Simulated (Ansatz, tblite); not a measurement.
## A script for CaSe (GFN1-xTB)

These are simulated results from tblite 0.8.0, not measurements. The cell began as a measured structure and was relaxed with r2SCAN in plane waves (Ansatz 0.2.0). All runs are without spin polarisation.

It is cubic, Fm-3m (No. 225); conventional cell a = 5.935 Å, 26.13 Å³ an atom. Ca is surrounded by 6 Se at 2.97 Å; Se is surrounded by 6 Ca at 2.97 Å.

tblite solves periodic systems at the zone centre alone, so the script builds a cluster of 2×2×2 conventional cells (64 atoms), which folds in a coarse mesh of k points.

run.py reads:

```python
import json
from ase import Atoms
from ase.build import make_supercell
from ase.units import Bohr, GPa, Hartree
from tblite.interface import Calculator

atoms = Atoms(['Ca', 'Se'],
              cell=[[-0.0, 2.967531, 2.967531], [2.967531, -0.0, 2.967531], [2.967531, 2.967531, -0.0]],
              scaled_positions=[[0.0, -0.0, -0.0], [0.5, 0.5, 0.5]],
              pbc=True)
cluster = make_supercell(atoms, [[-2, 2, 2], [2, -2, 2], [2, 2, -2]])
calc = Calculator('GFN1-xTB', cluster.numbers, cluster.positions / Bohr, lattice=cluster.cell[:] / Bohr, periodic=cluster.pbc)
calc.set('temperature', 0.02 / Hartree)
calc.set('max-iter', 150)
res = calc.singlepoint()
levels = res.get('orbital-energies') * Hartree
nv = round(res.get('orbital-occupations').sum() / 2)
cells = len(cluster) // len(atoms)
out = {'energy_per_cell': res.get('energy') * Hartree / cells, 'homo': levels[nv - 1], 'lumo': levels[nv],
       'stress': (-res.get('virial') * Hartree / cluster.get_volume() / GPa).tolist(), 'charges': res.get('charges')[:len(atoms)].tolist(), 'electrons': 2 * nv / cells}
json.dump(out, open('results.json', 'w'))
for key, value in out.items():
    print(key, value)
```

Command: `python run.py`. It took 4.2 s on 1 thread of Arm Neoverse V2 (shared host), peak memory 0.14 GiB.

The log:

```
------------------------------------------------------------
  cycle        total energy    energy error   density error
------------------------------------------------------------
      1     -114.0347674168  -1.1361968E+02   8.2904940E-01
      2      132.4158503239   2.4645062E+02   2.1489881E+00
      3     -130.3356629871  -2.6275151E+02   3.4672870E-01
      4     -123.4359080178   6.8997550E+00   3.6331212E-01
      5     -130.2203612950  -6.7844533E+00   5.4715709E-02
      6     -130.1687819047   5.1579390E-02   6.3050075E-02
      7     -130.2638257248  -9.5043820E-02   4.5536441E-02
      8     -130.3546983037  -9.0872579E-02   1.7297986E-02
      9     -130.3600514114  -5.3531077E-03   1.3774266E-02
     10     -130.3640505779  -3.9991665E-03   1.0393851E-02
     11     -130.3692844706  -5.2338928E-03   8.2196300E-04
     12     -130.3693147500  -3.0279406E-05   9.6262487E-05
     13     -130.3693147883  -3.8286402E-08   2.1755869E-05
     14     -130.3693147898  -1.5024000E-09   4.7951012E-06
------------------------------------------------------------

 total:                                   3.709 sec
energy_per_cell -110.86030470245477
homo -12.86907911419738
lumo -12.86907911419738
stress [[-8.396344340279226, -3.560029605440688e-12, 5.6937159231757305e-12], [-3.5600502341891463e-12, -8.3963443402745, 1.0694439067264853e-12], [5.693686189808997e-12, 1.069445157817777e-12, -8.396344340276668]]
charges [0.021302061041008402, -0.0212035712119863]
electrons 8.0
```

The cycle table is in hartree for the whole cluster, and the lines after it are in eV (the energy for one cell). The printed stress is in GPa and positive in compression, and the pressure is its mean diagonal.

GFN1-xTB gives no gap at the points read. On the same cell, plane-wave PBE (Ansatz, 8×8×8 k points and the special points) gives a gap of 2.06 eV and r2SCAN a gap of 2.52 eV; on shared hosts these took about 1.6 and 4.1 core-seconds on the 2-atom cell, against 4.2 for the script. Semilocal gaps usually lie below measured ones. This method closes a gap that PBE finds, a failure in kind.

The same script was run on cells scaled at fixed shape and fractional coordinates:

```json
{"volume (Å³/atom)": "23.00", "energy (meV/atom)": "-135.2", "pressure (GPa, positive in compression)": "-4.85", "gap (eV)": "0.00"}
{"volume (Å³/atom)": "24.56", "energy (meV/atom)": "-76.1", "pressure (GPa, positive in compression)": "-7.03", "gap (eV)": "0.00"}
{"volume (Å³/atom)": "26.13", "energy (meV/atom)": "0.0", "pressure (GPa, positive in compression)": "-8.40", "gap (eV)": "0.00"}
{"volume (Å³/atom)": "27.70", "energy (meV/atom)": "86.7", "pressure (GPa, positive in compression)": "-9.25", "gap (eV)": "0.00"}
{"volume (Å³/atom)": "29.27", "energy (meV/atom)": "180.1", "pressure (GPa, positive in compression)": "-9.78", "gap (eV)": "0.00"}
```

The minimum lies beyond the smallest of these volumes.

xTB was fitted mostly to molecules, and a small cluster samples few k points, so gaps, pressures and kinks along a curve can be far from a solid's.

Spin-orbit coupling is left out.
